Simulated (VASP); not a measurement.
# ZrB2 (P6/mmm) in VASP: notebook, part 2 of 2

VASP 6.6.1.

## (3) Electric field gradients, PBE

INCAR reads:

```
PREC = Accurate
ENCUT = 520
EDIFF = 1E-8
ISMEAR = -1
SIGMA = 0.05
LREAL = False
LASPH = True
NELM = 100
ALGO = Normal
ISIF = 2
LWAVE = False
LCHARG = False
GGA = PE
LEFG = True
NBANDS = 16
```

KPOINTS reads:

```
Automatic mesh
0
Gamma
  12 12 9
```

POSCAR reads:

```
ZrB2
1.0
    3.1649998255      0.0000000000      0.0000000000
   -1.5824999128      2.7409702519      0.0000000000
    0.0000000000      0.0000000000      3.5200000000
Zr B
1 2
Direct
    0.0000000000      0.0000000000      0.0000000000
    0.3333333333      0.6666666667      0.5000000000
    0.6666666667      0.3333333333      0.5000000000
```

Potentials or basis: VASP PAW PBE potentials, release 64 (Zr_sv, B).

Launch:

```
$ cat potpaw_PBE.64/Zr_sv/POTCAR potpaw_PBE.64/B/POTCAR > POTCAR
$ mpirun -np 1 vasp_std > vasp.out
```

OUTCAR:

```text
PREC = Accurate
   ENCUT = 520
   EDIFF = 1E-8
   ISMEAR = -1
   LREAL = False
   LASPH = True
   NELM = 100
   ISIF = 2
   GGA = PE

 ion  position               nearest neighbor table
   1  0.000  0.000  0.000-   2 2.54   3 2.54   2 2.54   3 2.54   3 2.54   3 2.54   2 2.54   2 2.54
                             3 2.54   3 2.54   2 2.54   2 2.54
   2  0.333  0.667  0.500-   3 1.83   3 1.83   3 1.83   1 2.54   1 2.54   1 2.54   1 2.54   1 2.54
                             1 2.54
   3  0.667  0.333  0.500-   2 1.83   2 1.83   2 1.83   1 2.54   1 2.54   1 2.54   1 2.54   1 2.54
                             1 2.54

  LATTYP: Found a hexagonal cell.
 ALAT       =     3.1649998255
 C/A-ratio  =     1.1121643583

  Lattice vectors:

 A1 = (   3.1649998255,   0.0000000000,   0.0000000000)
 A2 = (  -1.5824999128,   2.7409702519,   0.0000000000)
 A3 = (   0.0000000000,   0.0000000000,   3.5200000000)

Analysis of symmetry for initial positions (statically):
=====================================================================
 Subroutine PRICEL returns:
[... 657 lines left out ...]

 POSITION                                       TOTAL-FORCE (eV/Angst)
 -----------------------------------------------------------------------------------
      0.00000      0.00000      0.00000         0.000000      0.000000      0.000000
     -0.00000      1.82731      1.76000         0.000000     -0.000000      0.000000
      1.58250      0.91366      1.76000        -0.000000      0.000000      0.000000
 -----------------------------------------------------------------------------------
    total drift:                               -0.000000      0.000000      0.000000

  FREE ENERGIE OF THE ION-ELECTRON SYSTEM (eV)
  ---------------------------------------------------
  free  energy   TOTEN  =       -24.9790132824 eV

  energy  without entropy=      -24.9770885692  energy(sigma->0) =      -24.97805093

 Electric field gradients (V/A^2)
---------------------------------------------------------------------
 ion       V_xx      V_yy      V_zz      V_xy      V_xz      V_yz
---------------------------------------------------------------------
   1     -20.562   -20.562    41.124    -0.000     0.000    -0.000
   2      -0.797    -0.797     1.594    -0.000     0.000    -0.000
   3      -0.797    -0.797     1.594    -0.000     0.000     0.000
---------------------------------------------------------------------

 Electric field gradients after diagonalization (V/A^2)
 (convention: |V_zz| > |V_xx| > |V_yy|)
----------------------------------------------------------------------
 ion       V_xx      V_yy      V_zz     asymmetry (V_yy - V_xx)/ V_zz
----------------------------------------------------------------------
   1     -20.562   -20.562    41.124       0.000
   2      -0.797    -0.797     1.594       0.000
   3      -0.797    -0.797     1.594       0.000
----------------------------------------------------------------------

           NMR quadrupolar parameters

 Cq : quadrupolar parameter    Cq=e*Q*V_zz/h
 eta: asymmetry parameters     (V_yy - V_xx)/ V_zz
 Q  : nuclear electric quadrupole moment in mb (millibarn)
----------------------------------------------------------------------
 ion       Cq(MHz)       eta       Q (mb)
----------------------------------------------------------------------
   1       0.099       0.000       1.000
   2       0.004       0.000       1.000
   3       0.004       0.000       1.000
----------------------------------------------------------------------
```

stdout:

```text
POSCAR found type information on POSCAR ZrB
 POSCAR found :  2 types and       3 ions
 scaLAPACK will be used
 LDA part: xc-table for (Slater+PW92), standard interpolation
 POSCAR, INCAR and KPOINTS ok, starting setup
 FFT: planning ... GRIDC
 FFT: planning ... GRID_SOFT
 FFT: planning ... GRID
 WAVECAR not read
 entering main loop
ion   1

ion   2

ion   3
```

It took 14 s on 1 thread of Intel Xeon 6975P-C (Granite Rapids), shared host; peak memory 0.17 GiB.

What came out:

```
Free energy            : -24.9790 eV
Pressure               : 2.5 GPa
Band gap on the k mesh : none (metal or under the smearing width)
```

Stress tensor (GPa, compression positive):
```
2.03 0.00 0.00
0.00 2.03 0.00
0.00 0.00 3.56
```

Electric field gradients, principal values (V/Å²):
| atom | Vxx | Vyy | Vzz |
| --- | --- | --- | --- |
| 1 Zr | -20.562 | -20.562 | 41.124 |
| 2 B | -0.797 | -0.797 | 1.594 |
| 3 B | -0.797 | -0.797 | 1.594 |
